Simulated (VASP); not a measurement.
From VASP inputs to Ansatz: SiC (strained zincblende)

INCAR

```
EDIFF = 1E-7
GGA = PE
ISMEAR = -1
NBANDS = 11
LREAL = .FALSE.
NSW = 0
ENCUT = 520
LASPH = .TRUE.
SIGMA = 0.02
LCHARG = .TRUE.
NELM = 120
ISIF = 2
LELF = .TRUE.
PREC = Accurate
LWAVE = .FALSE.
IBRION = -1
```

KPOINTS

```
KPOINTS created by Atomic Simulation Environment
0
Gamma
10 10 10
0 0 0
```

KPOINTS_OPT

```
special points
7
Reciprocal
0.0000000000 0.0000000000 0.0000000000 1
-0.5000000000 -0.5000000000 0.0000000000 1
-0.3750000000 -0.3750000000 0.2500000000 1
-0.3750000000 0.0000000000 0.3750000000 1
0.0000000000 0.0000000000 0.5000000000 1
-0.5000000000 -0.2500000000 0.2500000000 1
0.0000000000 0.5000000000 0.5000000000 1
```

POSCAR

```
Si C
 1.0000000000000000
     0.0000000000000000    2.1127107805000001    2.1127107805000001
     2.1127107805000001    0.0000000000000000    2.1127107805000001
     2.1127107805000001    2.1127107805000001    0.0000000000000000
 Si  C
   1   1
Cartesian
  0.0000000000000000  0.0000000000000000  0.0000000000000000
  1.0563553902500000  1.0563553902500000  1.0563553902500000
```

VASP ran with the recommended PBE PAW datasets (8 valence electrons in the cell).

Problem. Translate these files to an Ansatz input.

Solution. 

```yaml
crystal:
  lattice:
    - [0.0, 2.1127107805, 2.1127107805]
    - [2.1127107805, 0.0, 2.1127107805]
    - [2.1127107805, 2.1127107805, 0.0]
  atoms:
    - { symbol: Si, position: [0.0, 0.0, 0.0] }
    - { symbol: C, position: [0.25, 0.25, 0.25] }
kpoints:
  mp_grid: { grid: [10, 10, 10] }
  band_path:
    path:
      - [0.0, 0.0, 0.0]
      - [-0.5, -0.5, 0.0]
      - [-0.375, -0.375, 0.25]
      - [-0.375, 0.0, 0.375]
      - [0.0, 0.0, 0.5]
      - [-0.5, -0.25, 0.25]
      - [0.0, 0.5, 0.5]
    npoints: 1
hamiltonian:
  xc: pbe
scf:
  occupations: { method: fermi_dirac, width: 0.02 }
  n_extra_bands: 4
output:
  forces: true
  stress: true
  eigenvalues: true
  write_density: true
  write_potential: true
  elf: true
  volumetric_format: npy
```

Other inputs would serve too.

|  | VASP | Ansatz |
| --- | --- | --- |
| gap between bands v and c | 1.26 eV | 1.27 eV |
| least direct gap | 4.63 eV | 4.63 eV |
| pressure | 28.1 GPa | 28.2 GPa |

The two codes use different PAW datasets and cutoffs. VASP's cell holds 8 valence electrons and Ansatz's 8. Ansatz's stress includes a Pulay correction; VASP's doesn't.
